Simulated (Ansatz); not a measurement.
# The stack of Zr2COS MXene under 2H-WSe2, shifted by a third of the diagonal under a gate

Aim: charge, voltage and capacitance of the stack of Zr2COS MXene under 2H-WSe2, shifted by a third of the diagonal in a field-effect set-up.

Program: Ansatz 0.2.0. Level of theory: plane-wave DFT, PBE-D3(BJ), Ansatz PAW. Results are calculated unless marked as measured.

**1. The starting structure**

The cell holds 8 atoms: 1 S, 2 Zr, 1 C, 1 O, 2 Se and 1 W. Its edges and angles: a = 3.304 Å, b = 3.304 Å, c = 55.627 Å, α = 90.0°, β = 90.0°, γ = 120.0°. Regions: layer 1: Zr2COS MXene, 5 atoms (1 S, 2 Zr, 1 C and 1 O); layer 2: 2H-WSe2, 3 atoms (2 Se and 1 W). Vacuum lies along c.

**2. Relaxing the slab**

The starting cell is a guess, so the in-plane lattice and the atoms are relaxed first, with the slab cut off from its images along the normal.

File input.yaml:

```yaml
crystal:
  lattice:
    - [3.3045, 0.0, 0.0]
    - [-1.65225, 2.8617809468, 0.0]
    - [0.0, 0.0, 55.6269705972]
  atoms:
    - { symbol: S, position: [0.3333333333, 0.6666666667, 0.3891996952] }
    - { symbol: Zr, position: [0.6666666667, 0.3333333333, 0.4217809677] }
    - { symbol: C, position: [0.0, 0.0, 0.4451105102] }
    - { symbol: Zr, position: [0.3333333333, 0.6666666667, 0.4684400527] }
    - { symbol: O, position: [0.6666666667, 0.3333333333, 0.4896298031] }
    - { symbol: Se, position: [0.6666666667, 0.3333333333, 0.5435604768] }
    - { symbol: W, position: [0.3333333333, 0.6666666667, 0.5771803909] }
    - { symbol: Se, position: [0.6666666667, 0.3333333333, 0.6108003048] }
  periodic: [true, true, false]
kpoints:
  mp_grid: { grid: [12, 12, 1] }
hamiltonian:
  xc: pbe
  dispersion: d3bj
scf:
  occupations: { method: fermi_dirac, width: 0.05 }
  convergence: { dr2_threshold: 1.0e-09 }
relax:
  f_tol: 0.004
  max_steps: 90
  cell: {}
output:
  write_potential: true
  write_density: true
  volumetric_format: npy
```

Run with:

```sh
$ ansatz run input.yaml --threads 4 --pin off --max-ram 12288MiB --backend cpu --events-out ev --progress --plain --runs-dir out
```

Numbers of over 12 decimals in the logs are rounded to 6 here.

Log:

```text
Warning: relax.cell: scf.convergence.dr2_threshold = 1e-9 eV is looser than the 1.60483499575e-10 eV advised for a relaxation that steers and ends on the stress (1e-10 eV for each atom of the cell: 8, times the square of relax.cell.stress_2d_tol = 0.05 N/m over 22.3 Å (the atoms' height at the walk's start and 5 Å past either face), 2.239e-2 GPa, over a crystal's default 0.05). What an SCF threshold leaves in a stress goes as its square root, and in the free energy as the threshold itself, and one threshold admits the most on a small cell: [figures from the program's tests cut] Set scf.convergence.dr2_threshold to 1.60483499575e-10 eV or tighter. [rest of the remark cut]
Engine: ansatz 0.2.0, aarch64-unknown-linux-gnu
Pseudopotentials: kind: paw
Pseudopotential: S, paw, valence charge 6, recommended cutoff 420 eV (normal), S.paw.azcp
Pseudopotential: Zr, paw, valence charge 12, recommended cutoff 420 eV (normal), Zr.paw.azcp
Pseudopotential: C, paw, valence charge 4, recommended cutoff 420 eV (normal), C.paw.azcp
Pseudopotential: O, paw, valence charge 6, recommended cutoff 420 eV (normal), O.paw.azcp
Pseudopotential: Se, paw, valence charge 16, recommended cutoff 420 eV (normal), Se.paw.azcp
Pseudopotential: W, paw, valence charge 14, recommended cutoff 420 eV (normal), W.paw.azcp
Functional definition: PBE
  parameter kappa = 0.804
  parameter beta = 0.066725
  exchange = pbe_x(kappa = kappa, mu = beta*pi^2/3)
  correlation = pbe_c(beta = beta)
Crystal: 8 atoms, lattice volume = 526.051 Å³
Basis set: ecut = 420 eV, 10469 PW (Γ), exchange–correlation on 48×48×750 points (8 copies of the dense FFT grid, shifted against one another)
Bands: 52, of which v1, the nominal top of the filled ones, is band 43 counted from 1 (42 counted from 0)
Symmetry: 6 space group operations
Space group: P3m1 (ITA 156), of the structure as read, at distance tolerance 8.1e-5 Å
k-points: 19 of 144 (time reversal used)
Non-local potential: S, projectors of the file, l = 0: 2, l = 1: 2, l = 2: 2
Non-local potential: Zr, projectors of the file, l = 0: 3, l = 1: 2, l = 2: 2, l = 3: 2
Non-local potential: C, projectors of the file, l = 0: 2, l = 1: 2, l = 2: 1
Non-local potential: O, projectors of the file, l = 0: 2, l = 1: 2, l = 2: 1
Non-local potential: Se, projectors of the file, l = 0: 2, l = 1: 2, l = 2: 3, l = 3: 1
Non-local potential: W, projectors of the file, l = 0: 3, l = 1: 2, l = 2: 2, l = 3: 1
PAW form: soft (Blöchl's): semilocal exchange-correlation on the pseudo side does not see the compensation charge
PAW one-centre angular grid: S, 110 points (default); XC on 64 Gauss nodes
PAW one-centre angular grid: Zr, 590 points (default); XC on 64 Gauss nodes
PAW one-centre angular grid: C, 110 points (default); XC on 64 Gauss nodes
PAW one-centre angular grid: O, 110 points (default); XC on 64 Gauss nodes
PAW one-centre angular grid: Se, 590 points (default); XC on 64 Gauss nodes
PAW one-centre angular grid: W, 590 points (default); XC on 64 Gauss nodes
Initial density: superposition of atomic densities (neutral atoms: chi_scale 0, normalization atom), corrected by the library's trained network
Initial wavefunctions: pseudopotential atomic-orbital guess
Functional: x = pbe(κ = 0.804, μ = 0.219515), c = pbe(β = 0.066725)
SCF iter   1: F=—  HF=-31420.177655 eV  |F-HF|=—  |Δ(HF+E_count)|=         —  Δρ=2.91e-3  dr2=1.66e0  ethr=1.77e-3  ⟨swp⟩=12.1  Hψ=5534  notcnv=0  defer=2
preconditioner: auto → LDOS  [metal: Δε(μ)=0.014 eV  Ē_g=7.840 eV  σ=0.050 eV  W_gap=0.07  n_scr=34 (ndim 8)  ℏωp=10.5 eV  f_vac=0.714  D(μ)=1.68/eV (n_scr^D=12)  β→1.0]
SCF iter   2: F=—  HF=-31420.182638 eV  |F-HF|=—  |Δ(HF+E_count)|=   4.98e-3  Δρ=4.74e-3  dr2=1.29e0  ethr=1.77e-3  ⟨swp⟩=3.5  Hψ=1417  notcnv=0  defer=14
SCF iter   3: F=—  HF=-31420.122502 eV  |F-HF|=—  |Δ(HF+E_count)|=   6.01e-2  Δρ=3.62e-3  dr2=3.26e0  ethr=1.51e-3  ⟨swp⟩=3.2  Hψ=1423  notcnv=0  defer=21  recentre
SCF iter   4: F=—  HF=-31420.108888 eV  |F-HF|=—  |Δ(HF+E_count)|=   1.36e-2  Δρ=2.33e-3  dr2=5.94e-1  ethr=1.51e-3  ⟨swp⟩=2.2  Hψ=1250  notcnv=0  defer=19
SCF iter   5: F=—  HF=-31420.072420 eV  |F-HF|=—  |Δ(HF+E_count)|=   3.65e-2  Δρ=1.98e-3  dr2=1.61e-1  ethr=6.90e-4  ⟨swp⟩=2.9  Hψ=1289  notcnv=0  defer=32
SCF iter   6: F=—  HF=-31420.073266 eV  |F-HF|=—  |Δ(HF+E_count)|=   8.46e-4  Δρ=1.47e-3  dr2=6.38e-1  ethr=1.87e-4  ⟨swp⟩=2.9  Hψ=1648  notcnv=0  defer=52  recentre
SCF iter   7: F=—  HF=-31420.064090 eV  |F-HF|=—  |Δ(HF+E_count)|=   9.18e-3  Δρ=5.98e-4  dr2=1.55e-2  ethr=1.87e-4  ⟨swp⟩=1.7  Hψ=995  notcnv=0  defer=52
SCF iter   8: F=—  HF=-31420.072569 eV  |F-HF|=—  |Δ(HF+E_count)|=   8.48e-3  Δρ=1.29e-3  dr2=6.31e-1  ethr=1.80e-5  ⟨swp⟩=2.5  Hψ=1385  notcnv=0  defer=51
SCF iter   9: F=—  HF=-31420.063284 eV  |F-HF|=—  |Δ(HF+E_count)|=   9.29e-3  Δρ=2.02e-4  dr2=1.23e-2  ethr=1.80e-5  ⟨swp⟩=2.1  Hψ=1097  notcnv=0  defer=51
SCF iter  10: F=—  HF=-31420.063264 eV  |F-HF|=—  |Δ(HF+E_count)|=   1.98e-5  Δρ=1.64e-4  dr2=8.25e-3  ethr=1.43e-5  ⟨swp⟩=1.3  Hψ=957  notcnv=0  defer=51
SCF iter  11: F=—  HF=-31420.063137 eV  |F-HF|=—  |Δ(HF+E_count)|=   1.27e-4  Δρ=4.59e-5  dr2=3.10e-4  ethr=9.59e-6  ⟨swp⟩=1.7  Hψ=1054  notcnv=0  defer=51
SCF iter  12: F=—  HF=-31420.063124 eV  |F-HF|=—  |Δ(HF+E_count)|=   1.34e-5  Δρ=2.25e-5  dr2=2.67e-5  ethr=3.60e-7  ⟨swp⟩=2.5  Hψ=1307  notcnv=0  defer=51
SCF iter  13: F=—  HF=-31420.063149 eV  |F-HF|=—  |Δ(HF+E_count)|=   2.55e-5  Δρ=3.68e-5  dr2=3.20e-5  ethr=3.11e-8  ⟨swp⟩=3.0  Hψ=1587  notcnv=0  defer=51
SCF iter  14: F=—  HF=-31420.063139 eV  |F-HF|=—  |Δ(HF+E_count)|=   1.04e-5  Δρ=1.21e-5  dr2=4.45e-6  ethr=3.11e-8  ⟨swp⟩=2.4  Hψ=1268  notcnv=0  defer=51
SCF iter  15: F=—  HF=-31420.062844 eV  |F-HF|=—  |Δ(HF+E_count)|=   2.95e-4  Δρ=2.54e-6  dr2=3.18e-7  ethr=5.17e-9  ⟨swp⟩=2.8  Hψ=1414  notcnv=0  defer=51
SCF iter  16: F=—  HF=-31420.062844 eV  |F-HF|=—  |Δ(HF+E_count)|=   3.30e-9  Δρ=1.46e-6  dr2=2.02e-8  ethr=3.70e-10  ⟨swp⟩=3.0  Hψ=1648  notcnv=0  defer=51
SCF iter  17: F=—  HF=-31420.062844 eV  |F-HF|=—  |Δ(HF+E_count)|=   6.70e-9  Δρ=7.15e-7  dr2=8.63e-9  ethr=2.35e-11  ⟨swp⟩=3.1  Hψ=1946  notcnv=0  defer=51
SCF iter  18: F=—  HF=-31420.062844 eV  |F-HF|=—  |Δ(HF+E_count)|=   1.21e-9  Δρ=2.38e-7  dr2=1.78e-9  ethr=1.00e-11  ⟨swp⟩=2.7  Hψ=1425  notcnv=0  defer=51
SCF iter  19: F=-31420.062844 eV  HF=-31420.062844 eV  |F-HF|=2.98e-10  |Δ(HF+E_count)|=  2.91e-11  Δρ=1.47e-7  dr2=1.68e-10  ethr=1.16e-12  ⟨swp⟩=11.9  Hψ=7357  notcnv=0
SCF 1 converged in 19 iterations: F = -31420.062844 eV  dr2 = 1.68e-10
[...]
relax step   4: F+E_penalty+E_count = -31421.16879481 eV  Δ(F+E_penalty+E_count) = -6.862e-2 eV  max|allowed force component| = 4.172e-2 eV/Å  Δτ_max = 0.0945 Å  P = +0.053 N/m  Ω = 534.387 Å³  energy of the carried Pulay correction = -1.835e-3 eV  fix = [c, alpha, beta]  reactions: c +0.000 N/m  (12 SCF iters, accepted)
[...]
relax step   5: F+E_penalty+E_count = -31421.16904150 eV  Δ(F+E_penalty+E_count) = -2.467e-4 eV  max|allowed force component| = 1.535e-2 eV/Å  Δτ_max = 0.0329 Å  P = +0.032 N/m  Ω = 535.127 Å³  energy of the carried Pulay correction = -1.997e-3 eV  fix = [c, alpha, beta]  reactions: c +0.000 N/m  (11 SCF iters, accepted)
[...]
relax step   6: F+E_penalty+E_count = -31421.16910893 eV  Δ(F+E_penalty+E_count) = -6.743e-5 eV  max|allowed force component| = 5.930e-3 eV/Å  Δτ_max = 0.0124 Å  P = +0.023 N/m  Ω = 535.103 Å³  energy of the carried Pulay correction = -1.991e-3 eV  fix = [c, alpha, beta]  reactions: c +0.000 N/m  (10 SCF iters, accepted)
[...]
relax step   7: F+E_penalty+E_count = -31421.16911496 eV  Δ(F+E_penalty+E_count) = -6.028e-6 eV  max|allowed force component| = 2.785e-3 eV/Å  Δτ_max = 0.0020 Å  P = +0.004 N/m  Ω = 535.093 Å³  energy of the carried Pulay correction = -1.989e-3 eV  fix = [c, alpha, beta]  reactions: c +0.000 N/m  (8 SCF iters, accepted)
[...]
relax step   8: F+E_penalty+E_count = -31421.17138657 eV  Δ(F+E_penalty+E_count) = -2.272e-3 eV  max|allowed force component| = 3.372e-3 eV/Å  Δτ_max = 0.0000 Å  P = +0.053 N/m  Ω = 535.093 Å³  fix = [c, alpha, beta]  reactions: c +0.000 N/m  stress off target by 5.27e-2 N/m on what of the cell is left free  SCF on the basis re-selected at this cell (its energy is not comparable with the rows above)  (8 SCF iters)
[...]
relax step   9: F+E_penalty+E_count = -31421.17135753 eV  Δ(F+E_penalty+E_count) = +2.904e-5 eV  max|allowed force component| = 5.744e-4 eV/Å  Δτ_max = 0.0005 Å  P = -0.000 N/m  Ω = 535.244 Å³  energy of the carried Pulay correction = -3.422e-5 eV  fix = [c, alpha, beta]  reactions: c -0.000 N/m  (7 SCF iters, accepted)
iter 1 solved again at ethr=9.29e-8 eV; its pass at ethr=3.10e-3 eV (dr2=7.99e-5 eV) is discarded
SCF iter   1: F=—  HF=-31421.171170 eV  |F-HF|=—  |Δ(HF+E_count)|=         —  Δρ=1.89e-5  dr2=4.29e-8  ethr=9.29e-8  ⟨swp⟩=6.8  Hψ=10342  notcnv=0
SCF iter   2: F=—  HF=-31421.171389 eV  |F-HF|=—  |Δ(HF+E_count)|=   2.19e-4  Δρ=1.41e-6  dr2=1.21e-8  ethr=4.99e-11  ⟨swp⟩=6.1  Hψ=3675  notcnv=0
SCF iter   3: F=—  HF=-31421.171389 eV  |F-HF|=—  |Δ(HF+E_count)|=   6.97e-7  Δρ=1.63e-6  dr2=1.89e-7  ethr=1.41e-11  ⟨swp⟩=4.0  Hψ=1993  notcnv=0  recentre
SCF iter   4: F=—  HF=-31421.171385 eV  |F-HF|=—  |Δ(HF+E_count)|=   3.58e-6  Δρ=8.25e-7  dr2=1.76e-8  ethr=1.41e-11  ⟨swp⟩=4.0  Hψ=1838  notcnv=0
SCF iter   5: F=—  HF=-31421.171389 eV  |F-HF|=—  |Δ(HF+E_count)|=   3.65e-6  Δρ=3.28e-7  dr2=1.07e-9  ethr=1.41e-11  ⟨swp⟩=3.0  Hψ=1493  notcnv=0
SCF iter   6: F=-31421.171389 eV  HF=-31421.171389 eV  |F-HF|=1.82e-7  |Δ(HF+E_count)|=   4.57e-7  Δρ=1.55e-7  dr2=1.68e-10  ethr=1.16e-12  ⟨swp⟩=18.2  Hψ=8292  notcnv=0
SCF 10 converged in 6 iterations: F = -31421.171389 eV  dr2 = 1.68e-10
relax step  10: F+E_penalty+E_count = -31421.17138946 eV  Δ(F+E_penalty+E_count) = -3.193e-5 eV  max|allowed force component| = 5.700e-4 eV/Å  Δτ_max = 0.0000 Å  P = -0.000 N/m  Ω = 535.244 Å³  fix = [c, alpha, beta]  reactions: c -0.000 N/m  stress off target by 2.07e-5 N/m on what of the cell is left free  SCF on the basis re-selected at this cell (its energy is not comparable with the rows above)  (6 SCF iters)
basis re-selected at this cell: Δ(F+E_penalty+E_count) = -3.193e-5 eV, ΔP = +0.000 N/m vs the last step (what re-selecting the basis moved, of the pressure what is left beyond the Pulay correction that the steps carried, after the strain that the cell walked since its last selection, with what the two solves' SCF thresholds leave and, on support functions, any second-order correction that the steps lacked; it is no m [...]
WARN: The output density's exchange-correlation potential varies sharply where the density is thin. Do not read a vacuum level from v_tot or v_xc, or from such a field of the output density. On a cell that repeats whose density bears no net charge and no dipole along the vacuum's axis use v_es (v_loc + v_h of the components); under efield.dipole_correction with no amplitude use v_es + v_field, which holds any externa [...]
SCF converged after 6 iterations
Free energy (F): -31421.171389 eV
Harris-Foulkes:  -31421.171389 eV  (|F-HF|=1.82e-7)
Internal energy: -31421.164097 eV  (E = F + TS)
E sigma→0 (E₀):  -31421.167743 eV
Entropy (-TS):   -0.007292 eV (-0.912 meV/atom)
Fermi energy:    -5.532418 eV
--- Per-component energies (eV) ---
  E_band       = -2562.484921
  E_kinetic    = 1729.129960
  E_local      = -654167.012576  (includes V_loc(G=0)·N_el)
  E_nonlocal   = -932.115685
  E_hartree    = 325882.130991
  E_xc         = -1021.871380
  E_vxc        = -1063.684118  (∫ρ·V_xc dr)
  E_paw        = -19148.933261  (= ΣΔE_a)
  E_vpaw       = 106.935634  (= ΣTr[D̂ρ^β])
  E_aug_tail   = 0.001235  (compensation charges beyond the density's cutoff)
  E_ewald      = 316240.079379
  E_disp       = -2.572760  (pairwise vdW)
  E_smearing   = -0.007292  (= −TS)
  E_closure    = 0.000000  (closes the sum)
  Σ components = -31421.171389   (vs F -31421.171389, Δ=0.00e0)
--- Forces (eV/Å), atoms counted from 1 ---
  atom   1  S      0.00000000     0.00000000     0.00000287
  atom   2  Zr     0.00000000    -0.00000000     0.00013360
  atom   3  C     -0.00000000     0.00000000     0.00057016
  atom   4  Zr     0.00000000    -0.00000000    -0.00041115
  atom   5  O      0.00000000    -0.00000000    -0.00026942
  atom   6  Se     0.00000000    -0.00000000    -0.00021877
  atom   7  W      0.00000000     0.00000000     0.00013423
  atom   8  Se     0.00000000    -0.00000000     0.00005968
  max |Σ_I F_I| component: 1.21e-6 eV/Å
--- 2D stress c σ (N/m, compression-positive) ---
       -0.000021      -0.000000       0.000000
       -0.000000      -0.000021       0.000000
        0.000000       0.000000      -0.000000
  P = ½ c Tr σ = -0.0000 N/m
--- Band table (eV; the first three rows and the last of 19) ---
  k-point 0: bands = [... 39 lower, -6.6582, -5.9344, -5.2422, -5.2422, -4.1507, -4.1507, -4.0070, -2.8741, ... 5 higher]
  k-point 1: bands = [... 39 lower, -6.5160, -6.0020, -5.8467, -5.5731, -4.2959, -3.8032, -3.6073, -3.1029, ... 5 higher]
  k-point 2: bands = [... 39 lower, -7.0136, -6.3054, -6.1807, -6.0135, -4.6735, -3.6234, -3.3573, -3.2813, ... 5 higher]
  k-point 18: bands = [... 39 lower, -8.0001, -7.7229, -7.6292, -5.7507, -4.2600, -3.5692, -3.0675, -2.8779, ... 5 higher]
  the weakly bound empty levels are not read free of the cell's end (no_gap_told)
--- Relaxed structure (8 steps of the walk, 7 accepted, 2 SCFs on fresh bases) ---
  F+E_penalty+E_count = -31421.17138946 eV   max|allowed force component| = 5.700e-4 eV/Å   (the final SCF, on the basis selected at the relaxed cell)
  cell:  # Å, volume = 535.2442 Å³
    - [3.333251, 0, 0]
    - [-1.666625, 2.886680, 0]
    - [0, 0, 55.6269705972]
  atoms:
    - { symbol: S, position: [0.333333, 0.666667, 0.392427] }
    - { symbol: Zr, position: [0.666667, 0.333333, 0.421568] }
    - { symbol: C, position: [-2.414976993861848e-17, -2.0816681711721694e-17, 0.445526] }
    - { symbol: Zr, position: [0.333333, 0.666667, 0.470734] }
    - { symbol: O, position: [0.666667, 0.333333, 0.486931] }
    - { symbol: Se, position: [0.666667, 0.333333, 0.546219] }
    - { symbol: W, position: [0.333333, 0.666667, 0.576166] }
    - { symbol: Se, position: [0.666667, 0.333333, 0.606132] }
```

Run time: 2.6 min. Hardware: 4 threads of Arm Neoverse V2, shared host; peak memory 1.3 GiB.

The steps of the relaxation:

| step | energy less that of the first step (eV) | largest force component (eV/Å) | volume (Å³) |
| --- | --- | --- | --- |
| 1 | 0.0000 | 3.8515 | 526.05 |
| 2 | -1.0373 | 0.6503 | 523.83 |
| 3 | -0.9997 | 0.7822 | 548.69 |
| 4 | -1.1060 | 0.0417 | 534.39 |
| 5 | -1.1062 | 0.0154 | 535.13 |
| 6 | -1.1063 | 0.0059 | 535.10 |
| 7 | -1.1063 | 0.0028 | 535.09 |
| 8* | -1.1085 | 0.0034 | 535.09 |
| 9 | -1.1085 | 0.0006 | 535.24 |
| 10* | -1.1085 | 0.0006 | 535.24 |

Relaxation steps marked * repeat the geometry before them on a plane-wave basis chosen anew for their cell, so energy and pressure can jump there. Relaxation step 3 was tried and not accepted.

Forces are held to the 6 operations that the run works with; a distortion that breaks them can't arise in this run.

| cell as run | before | after | change |
| --- | --- | --- | --- |
| a (Å) | 3.304 | 3.333 | +0.9 % |
| b (Å) | 3.304 | 3.333 | +0.9 % |

The atoms that moved most (Å, along periodic axes as changes of fractional coordinates times the final cell, across vacuum about the mean position):

| atom | dx | dy | dz | length |
| --- | --- | --- | --- | --- |
| Se8 | 0.000 | 0.000 | -0.260 | 0.260 |
| S1 | 0.000 | 0.000 | 0.180 | 0.180 |
| O5 | 0.000 | 0.000 | -0.150 | 0.150 |
| Se6 | 0.000 | 0.000 | 0.148 | 0.148 |
| Zr4 | 0.000 | 0.000 | 0.128 | 0.128 |
| W7 | 0.000 | 0.000 | -0.056 | 0.056 |
| C3 | 0.000 | 0.000 | 0.023 | 0.023 |
| Zr2 | 0.000 | 0.000 | -0.012 | 0.012 |

This step gave:

* energy at zero smearing: -31421.1677 eV

The lattice constant a goes from 3.304 to 3.333 Å.

(Part 1 of 3 ends here.)

[Logs are printed without paths, hosts, clocks, repeated set-up lines and the standing remarks that a program may print on its own settings, such as how far it seeks lower states.]

[Hosts, paths, dates, database ids (printed as entryN), source tags and the programs' standing remarks are cut or masked in the printed files.]

[Maps of the electrostatic potential energy from Ansatz leave out the sawtooth potential of an applied field or a dipole correction, so their vacuum need not be flat; planar profiles and work functions include it.]
